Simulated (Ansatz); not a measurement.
# RbBr: the cost of one run

Program: Ansatz 0.2.0. Level of theory: DFT PBE, scalar-relativistic, plane waves, PAW. These are calculated values, not measurements.

The COD entry's cell or inner coordinates are ideal or old and differ from later refinements, so a difference from it is no clean test against experiment.

1 further run of the same task is left out (set aside as unsound or not needed).

### 1 The structure to begin with

Symmetry: Fm-3m, No. 225, cubic system. The conventional cell has a = 7.017 Å, b = 7.017 Å, c = 7.017 Å, α = 90.00°, β = 90.00°, γ = 90.00°. Around Rb (site symmetry m-3m) lie 6 Br at 3.51 Å. Br (site symmetry m-3m) is surrounded by 6 Rb at 3.51 Å.

As a file:

```
Rb Br
1.0
     0.00000    3.50868    3.50868
     3.50868    0.00000    3.50868
     3.50868    3.50868    0.00000
Rb Br
1 1
Direct
  0.00000 0.00000 0.00000
  0.50000 0.50000 0.50000
```

It is the result of an earlier relaxation at this level (volume 43.19 Å³/atom; gap on the mesh: 4.19 eV).

### 2 Electronic structure at the relaxed geometry

The input, input.yaml:

```yaml
crystal:
  lattice:
    - [0.0, 3.5086792099, 3.5086792099]
    - [3.5086792099, 0.0, 3.5086792099]
    - [3.5086792099, 3.5086792099, 0.0]
  atoms:
    - { symbol: Rb, position: [0.0, 0.0, 0.0] }
    - { symbol: Br, position: [0.5, 0.5, 0.5] }
basis:
  ecutwfc: 420
kpoints:
  mp_grid: { grid: [6, 6, 6] }
  band_path:
    path:
      - [[0.0, 0.0, 0.0], [0.5, 0.0, 0.5], [0.625, 0.25, 0.625]]
      - [[0.375, 0.375, 0.75], [0.0, 0.0, 0.0], [0.5, 0.5, 0.5], [0.5, 0.25, 0.75], [0.5, 0.0, 0.5]]
    npoints: 14
hamiltonian:
  xc: pbe
scf:
  occupations: { method: gaussian, width: 0.02 }
  n_extra_bands: 6
output:
  forces: true
  stress: true
  eigenvalues: true
  populations: true
  dos: { projected: true, de: 0.02, nscf_kmesh: { grid: [9, 9, 9] } }
  bader: true
  write_density: true
  write_potential: true
  elf: true
  volumetric_format: npy
```

The run is started by

```
> ansatz run input.yaml --threads 1 --pin off --max-ram 2560MiB --backend cpu --events-out ev --progress --plain --runs-dir out
```

Q: Estimate wall time and peak memory on 1 thread of Intel Xeon Platinum 8375C at 2.90GHz (Ice Lake), shared host.

About 12 s, with a peak of 0.39 GiB.
